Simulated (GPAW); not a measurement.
# ZrN (Fm-3m) in GPAW: further runs

Aim: see how the results for ZrN move with the level of theory and the settings. Levels: PBE, RPBE, PBEsol, LDA. Tasks: single point.

Program: GPAW 26.7.0. These are calculated values, not measurements. Logs are shortened: lines on timing, memory, paths and dates and some standing lists are left out, and cuts for length are marked. The log counts tension as positive stress, the text compression.

**1. The structure**

The structure is cubic, space group Fm-3m (No. 225). The conventional cell has a = 4.600 Å, b = 4.600 Å, c = 4.600 Å, α = 90.00°, β = 90.00°, γ = 90.00°. Around Zr (site symmetry m-3m) lie 6 N at 2.30 Å. N (site symmetry m-3m) has 6 Zr at 2.30 Å as nearest neighbours.

**2. Single point, PBE**

Input file run.py:

```python
from ase import Atoms
from ase.dft.bandgap import bandgap
from ase.io import write
from ase.units import GPa
from gpaw import GPAW, PW

atoms = Atoms(['Zr', 'N'],
              cell=[[0.0, 2.3, 2.3],
                    [2.3, 0.0, 2.3],
                    [2.3, 2.3, 0.0]],
              scaled_positions=[[0.5, 0.5, 0.5],
                                [0.0, 0.0, 0.0]],
              pbc=True)

calc = GPAW(mode=PW(800),
            xc='PBE',
            kpts={'size': (10, 10, 10), 'gamma': True},
            occupations={'name': 'methfessel-paxton', 'order': 0, 'width': 0.03},
            nbands=19,
            convergence={'density': 1e-05, 'energy': 1e-05},
            maxiter=150,
            txt='gpaw.txt')
atoms.calc = calc
energy = atoms.get_potential_energy()
forces = atoms.get_forces()
stress = atoms.get_stress()
calc.write('gs.gpw')
write('result.traj', atoms)
print(f'Energy: {energy:.6f} eV')
print('Forces (eV/A):')
print(forces.round(4))
print('Stress (GPa):', (stress / GPa).round(3))
print('Fermi level:', round(calc.get_fermi_level(), 4), 'eV')
print(f'Gap: {bandgap(calc)[0]:.4f} eV, direct: {bandgap(calc, direct=True)[0]:.4f} eV')
```

Potentials or basis: GPAW PAW data sets (gpaw-data 1.2.1), pw.

On the command line:

```
> OMP_NUM_THREADS=1 python run.py
```

gpaw.txt:

```text
__  _  _
 | _ |_)|_||  |
 |__||  | ||/\| - 26.7.0

Input parameters:
  mode=PW(ecut=800.0),
  convergence={'density': 1e-05, 'energy': 1e-05},
  kpts=MonkhorstPack(size=(10, 10, 10), gamma=True),
  maxiter=150,
  nbands=19,
  occupations=Occupations(name='methfessel-paxton', order=0, width=0.03),
  xc=XC(name='PBE')

Diagonalizing LCAO Hamiltonian
Converting LCAO to pw mode

              Zr

       N

Atoms  # Å, Bohr magnetons
|   | symbol |        x |        y |        z |    initial magnetic moments |
|---|--------|----------|----------|----------|-----------------------------|
| 0 |     Zr | 2.300000 | 2.300000 | 2.300000 | ( 0.0000,  0.0000,  0.0000) |
| 1 |      N | 0.000000 | 0.000000 | 0.000000 | ( 0.0000,  0.0000,  0.0000) |

Unit cell  # Å
| periodic |        x |        y |        z |  lengths |    angles |
|----------|----------|----------|----------|----------|-----------|
|      yes | 0.000000 | 2.300000 | 2.300000 | 3.252691 | 60.000000 |
|      yes | 2.300000 | 0.000000 | 2.300000 | 3.252691 | 60.000000 |
|      yes | 2.300000 | 2.300000 | 0.000000 | 3.252691 | 60.000000 |

Number of symmetries: 48
Symmetry operations  # r_c * U_cc + t_c -> r_c
|    | kind |            matrix            |
|----|------|------------------------------|
|  0 |  σ   |  1, 0, 0,  1, 0,-1,  1,-1, 0 |
|  1 |  C2  |  1, 0, 0,  1,-1, 0,  1, 0,-1 |
|  2 |  E   |  1, 0, 0,  0, 1, 0,  0, 0, 1 |
|  3 |  σ   |  1, 0, 0,  0, 0, 1,  0, 1, 0 |
|  4 |  C4  |  1, 0,-1,  1, 0, 0,  1,-1, 0 |
|  5 |  S6  |  1, 0,-1,  1,-1, 0,  1, 0, 0 |
|  6 |  σ   |  1, 0,-1,  0, 1,-1,  0, 0,-1 |
|  7 |  C3  |  1, 0,-1,  0, 0,-1,  0, 1,-1 |
|  8 |  S6  |  1,-1, 0,  1, 0, 0,  1, 0,-1 |
|  9 |  C4  |  1,-1, 0,  1, 0,-1,  1, 0, 0 |
| 10 |  C3  |  1,-1, 0,  0,-1, 1,  0,-1, 0 |
| 11 |  σ   |  1,-1, 0,  0,-1, 0,  0,-1, 1 |
| 12 |  σ   |  0, 1, 0,  1, 0, 0,  0, 0, 1 |
| 13 |  C4  |  0, 1, 0,  0, 1,-1, -1, 1, 0 |
| 14 |  C3  |  0, 1, 0,  0, 0, 1,  1, 0, 0 |
| 15 |  S6  |  0, 1, 0, -1, 1, 0,  0, 1,-1 |
| 16 |  C2  |  0, 1,-1,  1, 0,-1,  0, 0,-1 |
| 17 |  σ   |  0, 1,-1,  0, 1, 0, -1, 1, 0 |
| 18 |  S4  |  0, 1,-1,  0, 0,-1,  1, 0,-1 |
| 19 |  C4  |  0, 1,-1, -1, 1, 0,  0, 1, 0 |
| 20 |  C3  |  0, 0, 1,  1, 0, 0,  0, 1, 0 |
| 21 |  σ   |  0, 0, 1,  0, 1, 0,  1, 0, 0 |
| 22 |  S6  |  0, 0, 1,  0,-1, 1, -1, 0, 1 |
| 23 |  C4  |  0, 0, 1, -1, 0, 1,  0,-1, 1 |
| 24 |  S4  |  0, 0,-1,  1, 0,-1,  0, 1,-1 |
| 25 |  C3  |  0, 0,-1,  0, 1,-1,  1, 0,-1 |
| 26 |  C2  |  0, 0,-1,  0,-1, 0, -1, 0, 0 |
| 27 |  S6  |  0, 0,-1, -1, 0, 0,  0,-1, 0 |
| 28 |  S4  |  0,-1, 1,  1,-1, 0,  0,-1, 0 |
| 29 |  C4  |  0,-1, 1,  0, 0, 1, -1, 0, 1 |
| 30 |  C2  |  0,-1, 1,  0,-1, 0,  1,-1, 0 |
| 31 |  σ   |  0,-1, 1, -1, 0, 1,  0, 0, 1 |
| 32 |  C3  |  0,-1, 0,  1,-1, 0,  0,-1, 1 |
| 33 |  S6  |  0,-1, 0,  0, 0,-1, -1, 0, 0 |
| 34 |  S4  |  0,-1, 0,  0,-1, 1,  1,-1, 0 |
| 35 |  C2  |  0,-1, 0, -1, 0, 0,  0, 0,-1 |
| 36 |  C2  | -1, 1, 0,  0, 1, 0,  0, 1,-1 |
| 37 |  S6  | -1, 1, 0,  0, 1,-1,  0, 1, 0 |
| 38 |  S4  | -1, 1, 0, -1, 0, 1, -1, 0, 0 |
| 39 |  C3  | -1, 1, 0, -1, 0, 0, -1, 0, 1 |
| 40 |  S6  | -1, 0, 1,  0, 0, 1,  0,-1, 1 |
| 41 |  C2  | -1, 0, 1,  0,-1, 1,  0, 0, 1 |
| 42 |  C3  | -1, 0, 1, -1, 1, 0, -1, 0, 0 |
| 43 |  S4  | -1, 0, 1, -1, 0, 0, -1, 1, 0 |
| 44 |  C2  | -1, 0, 0,  0, 0,-1,  0,-1, 0 |
| 45 |  i   | -1, 0, 0,  0,-1, 0,  0, 0,-1 |
| 46 |  σ   | -1, 0, 0, -1, 1, 0, -1, 0, 1 |
| 47 |  C2  | -1, 0, 0, -1, 0, 1, -1, 1, 0 |

BZ-sampling:
  Number of BZ points: 1000
  Number of IBZ points: 47

  Monkhorst-Pack size: [10, 10, 10]
  Monkhorst-Pack shift: [0.05, 0.05, 0.05]

K-points  # in reciprocal-cell coordinates
|     |                                coordinates |     weight |
|-----|--------------------------------------------|------------|
|   0 | (  0.00000000,   0.00000000,   0.00000000) | 0.00100000 |
|   1 | (  0.10000000,   0.10000000,   0.00000000) | 0.00600000 |
|   2 | (  0.10000000,   0.10000000,   0.10000000) | 0.00800000 |
|   3 | (  0.20000000,   0.10000000,   0.10000000) | 0.01200000 |
|   4 | (  0.20000000,   0.20000000,   0.00000000) | 0.00600000 |
|   5 | (  0.20000000,   0.20000000,   0.10000000) | 0.02400000 |
|   6 | (  0.20000000,   0.20000000,   0.20000000) | 0.00800000 |
|   7 | (  0.30000000,   0.20000000,   0.10000000) | 0.02400000 |
|   8 | (  0.30000000,   0.20000000,   0.20000000) | 0.02400000 |
|   9 | (  0.30000000,   0.30000000,   0.00000000) | 0.00600000 |
| ... |                                            |            |
|  46 | (  0.50000000,   0.50000000,   0.50000000) | 0.00400000 |

Plane wave coefficients: 1267
Cutoff: 800.0 eV

Spin-components: 1 (collinear spins)
Bands:           19
Projectors:      11
Spin-degeneracy: 2
Datatype:        complex128

Parallelization:
  kpt:    1
  domain: 1
  band:   1

Density:
  Valence electrons: 17.0
  Components: 1
  Grid points: [24 24 24]
  Charge: 0.0  # |e|

Potential:
  Grid points: [24 24 24]

species:
  Zr:
    name:    Zirconium
    Z:       40.0
    valence: 12
    core:    28
    charge:  0.0  # [|e|]
    compensation charges:
      type: gauss
      rc: 0.40  # [Å]
      lmax: 2
    cutoffs:
      filter: 2.39  # [Å]
      core: 1.59  # [Å]
    projectors
    | kind |    occ | energy [eV] | rcut [Å] |
    |------|--------|-------------|----------|
    |   4s |  2.000 |     -54.478 |    1.323 |
    |   5s |  2.000 |      -4.438 |    1.323 |
    |   4p |  6.000 |     -32.467 |    1.334 |
    |   5p |  0.000 |      -1.470 |    1.334 |
    |   4d |  2.000 |      -3.600 |    1.244 |
    |    d |        |      23.611 |    1.244 |

    Using partial waves for Zr as LCAO basis

  N:
    name:    Nitrogen
    Z:       7.0
    valence: 5
    core:    2
    charge:  0.0  # [|e|]
    compensation charges:
      type: gauss
      rc: 0.18  # [Å]
      lmax: 2
    cutoffs:
      filter: 1.11  # [Å]
      core: 0.96  # [Å]
    projectors
    | kind |    occ | energy [eV] | rcut [Å] |
    |------|--------|-------------|----------|
    |   2s |  2.000 |     -18.583 |    0.603 |
    |   2p |  3.000 |      -7.089 |    0.529 |
    |    s |        |       8.629 |    0.603 |
    |    p |        |      20.123 |    0.529 |
    |    d |        |       0.000 |    0.577 |

    Using partial waves for N as LCAO basis

Reference energy: -99375.292739  # eV

eigensolver:
  PPCG
  Converge bands: occupied
  niter=2

density mixing:
  MSR1-Mixer
  Pratt-step length: 0.05
  Maximum mixing coefficient: 0.75
  Old densities: 10
  SVD Regularization: 0.005
  Good broyden scale: 1.0
  Trust region scale: 1.0
  Backstep threshold: 4.0
  History deletion threshold: 6.0
  Fourier metric: weight=20.0, sigma=0.015

occupation numbers:
  Methfessel-Paxton:
    width: 0.0300  # eV
    order: 0

poisson solver:
  ecut: 6400.0  # eV

xc functional:
  name: PBE with 2 nearest neighbor stencil

convergence criteria:
[... 6 lines left out ...]
|iter     | |      energy | eigst |  dens |
|---------|-|-------------|-------|-------|
|iter:   1| |  -21.249072 | +0.15 |       |
|iter:   2| |  -20.653281 | -1.83 | -0.89 |
|iter:   3| |  -19.377382 | -1.19 | -0.96 |
|iter:   4| |  -19.372054 | -2.83 | -1.62 |
|iter:   5| |  -19.375332 | -3.16 | -1.81 |
|iter:   6| |  -19.375039 | -4.60 | -2.85 |
|iter:   7| |  -19.375049 | -6.39 | -3.44 |
|iter:   8| |  -19.375050c| -7.13 | -3.97 |
|iter:   9| |  -19.375050c| -7.95c| -4.96 |
|iter:  10| |  -19.375050c| -8.86c| -5.74c|

Converged in 10 steps
Energy contributions relative to reference atoms: (reference = -99375.292739)

Energy contributions:
  Kinetic:          13.375937
  Coulomb:         -15.463872
  Zero:              0.385951
  External:          0.000000
  Xc:              -17.672753
  Entropy:          -0.000626
  Spinorbit:         0.000000
  ----------------------------
  Free energy:     -19.375363
  Extrapolated:    -19.375050

dipole moment: (-11.425552, -11.425552, -11.425552)  # |e|*Ang

Fermi level: 12.813
Eigenvalues  # (at kpt = [0.000, 0.000, 0.000])
| band index |      eig [eV] | occ [0-2] |
|------------|---------------|-----------|
|          0 |       -36.831 |     2.000 |
|        ... |               |           |
|          3 |       -14.473 |     2.000 |
|          4 |        -3.459 |     2.000 |
|          5 |        10.121 |     2.000 |
|          6 |        10.121 |     2.000 |
|          7 |        10.121 |     2.000 |
|          8 |        12.389 |     2.000 |
[... 8 lines left out ...]
|         17 |        35.018 |     0.000 |
|         18 |        37.412 |     0.000 |

No gap
No difference between direct/indirect transitions

Forces  # eV/Ang
|       x |        y |       z |
|---------|----------|---------|
| 0.00000 | -0.00000 | 0.00000 |  # Zr   0
| 0.00000 |  0.00000 | 0.00000 |  # N    1

Stress tensor  # eV/Ang^3
|         x |         y |         z |
|-----------|-----------|-----------|
|  0.017683 | -0.000000 | -0.000000 |
| -0.000000 |  0.017683 |  0.000000 |
| -0.000000 |  0.000000 |  0.017683 |

# Writing to gs.gpw (mode='')
```

Wall time 21 s (1 thread of Arm Neoverse V2, shared host); peak memory 0.17 GiB.

Results:

```
Free energy            : -19.3754 eV
Pressure               : -2.8 GPa
Band gap on the k mesh : none (metal or under the smearing width)
```

**3. Single point, RPBE**

Input file run.py:

```python
from ase.dft.bandgap import bandgap
from ase.io import read, write
from ase.units import GPa
from gpaw import GPAW, PW

atoms = read('ZrN.xyz')

calc = GPAW(mode=PW(800),
            xc='RPBE',
            kpts={'size': (10, 10, 10), 'gamma': True},
            occupations={'name': 'methfessel-paxton', 'order': 0, 'width': 0.05},
            nbands=19,
            convergence={'density': 1e-05, 'energy': 1e-05},
            maxiter=150,
            txt='gpaw.txt')
atoms.calc = calc
energy = atoms.get_potential_energy()
forces = atoms.get_forces()
stress = atoms.get_stress()
calc.write('gs.gpw')
write('result.traj', atoms)
print(f'Energy: {energy:.6f} eV')
print('Forces (eV/A):')
print(forces.round(4))
print('Stress (GPa):', (stress / GPa).round(3))
print('Fermi level:', round(calc.get_fermi_level(), 4), 'eV')
print(f'Gap: {bandgap(calc)[0]:.4f} eV, direct: {bandgap(calc, direct=True)[0]:.4f} eV')
```

Input file ZrN.xyz:

```xyz
2
Lattice="0.0000000000 2.3000000000 2.3000000000 2.3000000000 0.0000000000 2.3000000000 2.3000000000 2.3000000000 0.0000000000" Properties=species:S:1:pos:R:3 pbc="T T T"
Zr     2.3000000000      2.3000000000      2.3000000000
N      0.0000000000      0.0000000000      0.0000000000
```

Potentials or basis: the program's PAW data sets (release 1.2.1) made for this functional, pw.

On the command line:

```
> OMP_NUM_THREADS=1 python run.py
```

It took 21 s on 1 thread of Arm Neoverse V2, shared host; peak memory 0.17 GiB.

It converged, with:

- Free energy: -18.4123 eV
- Pressure: 1.4 GPa
- Band gap on the k mesh: none (metal or under the smearing width)

Levels at points of the mesh, in eV from the Fermi level:
```tsv
k point	band 5	band 6	band 7	band 8	band 9	band 10	band 11	band 12	band 13	band 14
(0.00, 0.00, 0.00)	-16.35	-2.70	-2.70	-2.70	-0.42	-0.42	-0.42	1.53	1.53	2.73
(0.50, 0.50, 0.00)	-15.79	-4.63	-3.45	-3.21	-3.21	3.28	4.41	4.41	4.78	8.96
(0.50, 0.50, 0.50)	-14.22	-7.64	-5.67	-5.67	2.93	3.00	3.00	4.67	7.55	7.55
```

**4. Single point, PBEsol**

run.py: that of step 3 with these lines changed.

```diff
@@ -2,4 +2,7 @@
 from ase.io import read, write
-from ase.units import GPa
-from gpaw import GPAW, PW
+from ase.units import Bohr, GPa
+from gpaw import GPAW, PW, setup_paths
+from gpaw.elf import elf_from_dft_calculation
+
+setup_paths.insert(0, '.')
 
@@ -8,5 +11,5 @@
 calc = GPAW(mode=PW(800),
-            xc='RPBE',
+            xc='PBEsol',
             kpts={'size': (10, 10, 10), 'gamma': True},
-            occupations={'name': 'methfessel-paxton', 'order': 0, 'width': 0.05},
+            occupations={'name': 'methfessel-paxton', 'order': 0, 'width': 0.1},
             nbands=19,
@@ -27 +30,6 @@
 print(f'Gap: {bandgap(calc)[0]:.4f} eV, direct: {bandgap(calc, direct=True)[0]:.4f} eV')
+
+# fields on the real-space grid
+write('density.cube', atoms, data=calc.get_pseudo_density() * Bohr**3)
+write('potential.cube', atoms, data=calc.get_electrostatic_potential())
+write('elf.cube', atoms, data=elf_from_dft_calculation(calc).data)
```

ZrN.xyz is that of step 3.

Potentials or basis: PAW data sets generated in the run's folder for this functional, pw.

On the command line:

```
> gpaw-setup -f PBEsol N Zr
> OMP_NUM_THREADS=1 python run.py
```

Wall time 23 s (1 thread of Arm Neoverse V2, shared host); peak memory 0.17 GiB.

Results (log left out):

- Free energy: -20.5167 eV
- Pressure: -9.7 GPa
- Band gap on the k mesh: none (metal or under the smearing width)

Levels at points of the mesh, in eV from the Fermi level:
| k point | band 5 | band 6 | band 7 | band 8 | band 9 | band 10 | band 11 | band 12 | band 13 | band 14 |
| --- | --- | --- | --- | --- | --- | --- | --- | --- | --- | --- |
| (0.00, 0.00, 0.00) | -16.19 | -2.66 | -2.66 | -2.66 | -0.43 | -0.43 | -0.43 | 1.53 | 1.53 | 2.73 |
| (0.50, 0.50, 0.00) | -15.61 | -4.59 | -3.49 | -3.17 | -3.17 | 3.31 | 4.48 | 4.48 | 4.86 | 8.92 |
| (0.50, 0.50, 0.50) | -14.00 | -7.66 | -5.66 | -5.66 | 2.97 | 3.03 | 3.03 | 4.63 | 7.62 | 7.62 |

**5. Single point, LDA**

run.py: that of step 4 with these lines changed.

```diff
@@ -3,13 +3,11 @@
 from ase.units import Bohr, GPa
-from gpaw import GPAW, PW, setup_paths
+from gpaw import GPAW, PW
 from gpaw.elf import elf_from_dft_calculation
 
-setup_paths.insert(0, '.')
-
-atoms = read('ZrN.xyz')
+atoms = read('POSCAR')
 
 calc = GPAW(mode=PW(800),
-            xc='PBEsol',
+            xc='LDA',
             kpts={'size': (10, 10, 10), 'gamma': True},
-            occupations={'name': 'methfessel-paxton', 'order': 0, 'width': 0.1},
+            occupations={'name': 'methfessel-paxton', 'order': 0, 'width': 0.02},
             nbands=19,
```

Input file POSCAR:

```
ZrN
1.0
    0.0000000000      2.3000000000      2.3000000000
    2.3000000000      0.0000000000      2.3000000000
    2.3000000000      2.3000000000      0.0000000000
Zr N
1 1
Direct
    0.5000000000      0.5000000000      0.5000000000
    0.0000000000      0.0000000000      0.0000000000
```

Potentials or basis: the program's PAW data sets (release 1.2.1) made for this functional, pw.

On the command line:

```
> OMP_NUM_THREADS=1 python run.py
```

It took 20 s on 1 thread of Arm Neoverse V2, shared host; peak memory 0.17 GiB.

The run converged. Its results:

```
Free energy            : -21.4204 eV
Pressure               : -15.1 GPa
Band gap on the k mesh : none (metal or under the smearing width)
```

Levels at points of the mesh, in eV from the Fermi level:
```tsv
k point	band 6	band 7	band 8	band 9	band 10	band 11	band 12	band 13
(0.00, 0.00, 0.00)	-2.66	-2.66	-2.66	-0.44	-0.44	-0.44	1.51	1.51
(0.50, 0.50, 0.00)	-4.57	-3.47	-3.17	-3.17	3.29	4.46	4.46	4.90
(0.50, 0.50, 0.50)	-7.64	-5.66	-5.66	2.95	3.02	3.02	4.71	7.59
```

Caveat: so large a pressure means that the cell lies far from this level's equilibrium, or that cutoff or potentials fall short.

**6. Overview**

| level | potentials or basis | smearing | gap on the mesh (eV) | pressure (GPa) |
| --- | --- | --- | --- | --- |
| PBE | GPAW PAW data sets (gpaw-data 1.2.1), pw | gaussian 0.03 eV | none | -2.8 |
| RPBE | the program's PAW data sets (release 1.2.1) made for this functional, pw | gaussian 0.05 eV | none | 1.4 |
| PBEsol | PAW data sets generated in the run's folder for this functional, pw | gaussian 0.1 eV | none | -9.7 |
| LDA | the program's PAW data sets (release 1.2.1) made for this functional, pw | gaussian 0.02 eV | none | -15.1 |

Alike in all rows: task single point; no spin polarisation; cell as given; k mesh 10 × 10 × 10; cutoff (eV) 800.

Caveats: so large a pressure means that the cell lies far from this level's equilibrium, or that cutoff or potentials fall short (some runs).

Absolute energies hang on the potentials; compare differences alone.
